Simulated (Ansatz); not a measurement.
## Ionic part of the dielectric constant of BN, mode by mode

These are results of DFT PBE, scalar-relativistic, plane waves, PAW (Ansatz), not measurements. Cutoff 420 eV, 10×10×10 k-points (Γ-centred), fixed occupations. No spin polarisation. Phonons by linear response, acoustic sum rule imposed.

Space group Fmm2 (No. 42), orthorhombic, a = 2.512 Å, b = 8.607 Å, c = 4.351 Å. B has 3 N at 1.45 Å; N has 3 B at 1.45 Å.

It was relaxed at this level from a Materials Project cell. No dispersion correction is applied, so modes and constants that involve weak contacts between layers, chains or molecules come out too soft.

The primitive cell has V = 23.52 Å³ and ε∞,zz = 3.933. Each polar mode adds Δε = (4.92064×10⁷/V)·S/ν² along z, with S its oscillator strength in e²/amu, ν in cm⁻¹ and V in Å³.

**Question.** From these modes, find each Δε and ε0,zz.
```tsv
ν (cm⁻¹)	S_zz (e²/amu)
1342.34	1.208
```

**Answer.**
```json
{"ν (cm⁻¹)": "1342.34", "Δε": "1.40"}
```

The sum is 1.40, so ε0,zz = 5.33; the run's tensor has 5.34.

**Question.** Where do the longitudinal modes lie for a wave vector along z?

**Answer.** At 1563.46 cm⁻¹. The Lyddane–Sachs–Teller product Π(ν_LO/ν_TO)² = 1.36 agrees with ε0/ε∞ = 1.36.
